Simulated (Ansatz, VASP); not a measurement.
## One calculation of MgB2, two programs

Contents of INCAR:

```
PREC = Accurate
ENCUT = 520
EDIFF = 1E-7
ISMEAR = 0
SIGMA = 0.15
LREAL = False
LASPH = True
NELM = 80
ALGO = Normal
ISIF = 2
LWAVE = False
LCHARG = False
GGA = PS
NBANDS = 11
```

Contents of KPOINTS:

```
Automatic mesh
0
Gamma
  18 18 14
```

Contents of POSCAR:

```
MgB2
1.0
    2.9392233386      0.0000000000      0.0000000000
   -1.4696116693      2.5454420786      0.0000000000
    0.0000000000      0.0000000000      3.3642781601
Mg B
1 2
Direct
    0.0000000000      0.0000000000      0.0000000000
    0.3333333333      0.6666666667      0.5000000000
    0.6666666667      0.3333333333      0.5000000000
```

Input for Ansatz:

```yaml
crystal:
  lattice:
    - [2.9392233386, 0.0, 0.0]
    - [-1.4696116693, 2.5454420786, 0.0]
    - [0.0, 0.0, 3.3642781601]
  atoms:
    - { symbol: Mg, position: [0.0, 0.0, 0.0] }
    - { symbol: B, position: [0.3333333333, 0.6666666667, 0.5] }
    - { symbol: B, position: [0.6666666667, 0.3333333333, 0.5] }
basis:
  ecutwfc: 420
kpoints:
  mp_grid: { grid: [18, 18, 14] }
hamiltonian:
  xc: pbesol
scf:
  occupations: { method: gaussian, width: 0.15 }
output:
  forces: true
  stress: true
  eigenvalues: true
```

Change from the starting cell: strain -0.040 along x and y, -0.040 along z, atoms carried along.

Alike in both runs: task single point; functional PBEsol; k mesh 18 × 18 × 14; occupations gaussian, width 0.15 eV; no spin polarisation.

```csv
,VASP,Ansatz
version,VASP 6.6.1,Ansatz 0.2.0
potentials or method,"VASP PAW PBE potentials, release 64 (Mg, B)","scalar-relativistic, plane waves, PAW"
plane-wave cutoff (eV),520,420
valence electrons in the cell,8,16
```

|  | VASP | Ansatz | Ansatz less VASP |
| --- | --- | --- | --- |
| gap on the k mesh at the Fermi level (eV) | none | none | - |
| pressure (GPa) | 24.1 | 23.8 | -0.22 |
| largest component of the traceless stress (GPa) | 7.07 | 6.91 | -0.165 |

A gap of «none» marks a metal or a gap that the smearing closes. The functional is the same, so the differences come from potentials, cutoffs and numerics. The two sets of potentials don't hold the same shells in valence.

Caveats: so large a pressure means that the cell lies far from this level's equilibrium, or that cutoff or potentials fall short (VASP); the potentials were made for another functional, which shifts forces and pressure (VASP).
